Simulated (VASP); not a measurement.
Write the native input for VASP 6.6.1 that does the following.

| Item | Value |
| --- | --- |
| Task | single point |
| Functional | PBEsol |
| Potentials or basis | VASP PAW PBE potentials, release 64 (Pt, Te) |
| Cutoff | 520 eV |
| k mesh | 6 × 6 × 4 |
| Occupations | gaussian, width 0.05 eV |
| Spin | collinear spin, ferromagnetic start |
| Starting moments | [0.5, 0.5, 0.0, 0.0] μB |
| Hubbard terms | Pt d U = 2 eV |
| Further INCAR settings | ALGO = Normal; EDIFF = 1e-06 |

The structure of TePt lies in POSCAR:

```
TePt
1.0
    4.1109992400      0.0000000000      0.0000000000
   -2.0554996200      3.5602297800      0.0000000000
    0.0000000000      0.0000000000      5.4459992500
Pt Te
2 2
Direct
    0.0000000000      0.0000000000      0.0000000000
    0.0000000000      0.0000000000      0.5000000000
    0.3333333333      0.6666666667      0.2500000000
    0.6666666667      0.3333333333      0.7500000000
```

Measurements of this composition are mostly on another form, of space group No. 166.

The input as run:

INCAR

```
SYSTEM = TePt
PREC     = Accurate       ! precision mode
ENCUT    = 520            ! plane-wave cutoff, eV
EDIFF    = 1E-6           ! SCF threshold, eV
ISMEAR   = 0              ! smearing method
SIGMA    = 0.05           ! smearing width, eV
LREAL    = .FALSE.        ! projectors in reciprocal space
LASPH    = .TRUE.         ! aspherical terms in the spheres
NELM     = 80             ! most SCF steps
ALGO     = Normal         ! electronic algorithm
ISIF     = 2              ! what is computed and relaxed
LWAVE    = .FALSE.        ! write WAVECAR
LCHARG   = .FALSE.        ! write CHGCAR
ISPIN    = 2              ! spin polarisation
MAGMOM   = 0.5 0.5 0 0    ! initial moments
LORBIT   = 11             ! projections on sites
LMAXMIX  = 4              ! l up to which the mixer works
LDAU     = .TRUE.         ! DFT+U
LDAUTYPE = 2            
LDAUL    = 2 -1           ! shell
LDAUU    = 2 0            ! U, eV
LDAUJ    = 0 0          
LDAUPRINT= 1            
GGA      = PS             ! functional
```

KPOINTS

```
regular mesh
0
G
  6 6 4
  0 0 0
```

Potentials or basis: VASP PAW PBE potentials, release 64 (Pt, Te).

Run with:

```console
$ cat potpaw_PBE.64/Pt/POTCAR potpaw_PBE.64/Te/POTCAR > POTCAR
$ mpirun -np 1 vasp_std > vasp.out
```

It gave:

```
Pressure                                              : 8.8 GPa
Band gap on the k mesh                                : none (metal or under the smearing width)
Net moment                                            : 0.00 μB per cell
Valence electrons inside the program's atomic spheres : Pt 9.63; Te 3.33
```

Caveat: the PAW data sets were made with another functional, which shifts forces and pressure a little; the U is typed as a test and isn't derived for this compound.

It took 28 s on 1 thread of Intel(R) Xeon(R) 6975P-C (Granite Rapids), with other jobs on the host, peak memory 0.25 GiB.
